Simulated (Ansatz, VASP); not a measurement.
## Sn: VASP beside Ansatz

```
Sn
1.0
     1.76664   -5.74769    0.00000
     1.76664    5.74769    0.00000
     0.00000    0.00000    5.29186
Sn
4
Direct
  0.13402 0.86598 0.00021
  0.63402 0.36598 0.49979
  0.86598 0.13402 0.99979
  0.36598 0.63402 0.50021
```

Alike in both runs: functional PBEsol; k mesh 4 × 4 × 4; occupations gaussian, width 0.1 eV; no spin polarisation.

Ansatz relaxed the structure, and its values are those at the end. VASP's run is a single point on that final structure, the one shown.

```csv
,VASP,Ansatz
version,VASP 6.6.1,Ansatz 0.2.0
potentials or method,"VASP PAW PBE potentials, release 64 (Sn_d)","scalar-relativistic, plane waves, PAW"
plane-wave cutoff (eV),520,420
valence electrons in the cell,56,56
```

|  | VASP | Ansatz | Ansatz less VASP |
| --- | --- | --- | --- |
| gap on the k mesh at the Fermi level (eV) | none | none | - |
| pressure (GPa) | 0.1 | 0.1 | +0.06 |
| rms of the force components (eV/Å) | 0.013 | 0.013 | -0.0002 |

A gap of «none» marks a metal or a gap that the smearing closes.

Caveats: the k mesh is coarse (spacing up to 0.47 Å⁻¹), so the values aren't converged; the PAW data sets were made with another functional, which shifts forces and pressure a little (VASP).
